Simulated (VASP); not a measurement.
Crystal: KI.

```
I K
1.0
     0.00000    3.53277    3.53277
     3.53277    0.00000    3.53277
     3.53277    3.53277    0.00000
I K
1 1
Direct
  0.50000 0.50000 0.50000
  0.00000 0.00000 0.00000
```

Base run:

```yaml
Program: VASP 6.6.1
Functional: PBE
Potentials_or_basis: VASP PAW PBE potentials, release 64 (I, K_sv)
Cutoff: 520 eV
k_mesh: 7 × 7 × 7
Occupations: fermi-dirac, width 0.05 eV
Spin: no spin polarisation
```

Its results: band gap on the k mesh 3.96 eV, direct; pressure 0.6 GPa.

Question: The run is repeated on the same cell with these changes: functional from PBE to PBEsol. What comes out?

Answer: Band gap on the k mesh 3.81 eV, direct; pressure -0.3 GPa.

PBEsol binds more tightly than PBE, so the same cell stands under less pressure.

Caveats: spin-orbit coupling is left out, which moves the levels of the heavy elements; an odd mesh through Γ misses points on the zone boundary, where band edges often lie; the PAW data sets were made with another functional, which shifts forces and pressure a little (some runs).

Not every run made on this cell is shown here.
